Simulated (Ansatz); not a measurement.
Crystal: TiO2.

```
Ti O
1.0
     6.15358   -1.88347    0.00000
     6.15358    1.88347    0.00000
    -1.92833    0.00000    6.32897
Ti O
4 8
Direct
  0.90007 0.90007 0.28960
  0.19529 0.19529 0.28376
  0.09993 0.09993 0.71040
  0.80471 0.80471 0.71624
  0.36193 0.36193 0.29340
  0.26349 0.26349 0.65250
  0.86719 0.86719 0.99529
  0.73651 0.73651 0.34750
  0.94165 0.94165 0.63002
  0.13281 0.13281 0.00471
  0.63807 0.63807 0.70660
  0.05835 0.05835 0.36998
```

The cell comes from a database or a generator and needn't be the stable form of this composition.

Base run:

```yaml
Program: Ansatz 0.2.0
Functional: rPW86-PBE
Potentials_or_basis: Ansatz PAW
Cutoff: "420 eV (not typed: the program's choice for these potentials)"
k_mesh: 8 × 8 × 4
Occupations: fermi-dirac, width 0.05 eV
Spin: no spin polarisation
```

Its results: band gap on the k mesh 2.73 eV, indirect (least direct gap 2.90 eV); pressure 3.1 GPa; largest force 0.226 eV/Å.

The run is repeated on the same cell with these changes: functional from rPW86-PBE to PBE; k mesh from 8 × 8 × 4 to 3 × 3 × 2. What comes out?

Band gap on the k mesh 2.76 eV, indirect (least direct gap 2.93 eV); pressure -1.2 GPa; largest force 0.153 eV/Å.

Several settings changed at once, so the effect can't be laid on one alone.

Caveats: some runs use coarse meshes; the PAW data sets come from PBE, with cores solved anew for the run's functional, which leaves a small shift of forces and pressure (some runs); odd divisions of the mesh miss points on the zone boundary, where band edges often lie, so the gap on the mesh can be too wide (some runs).
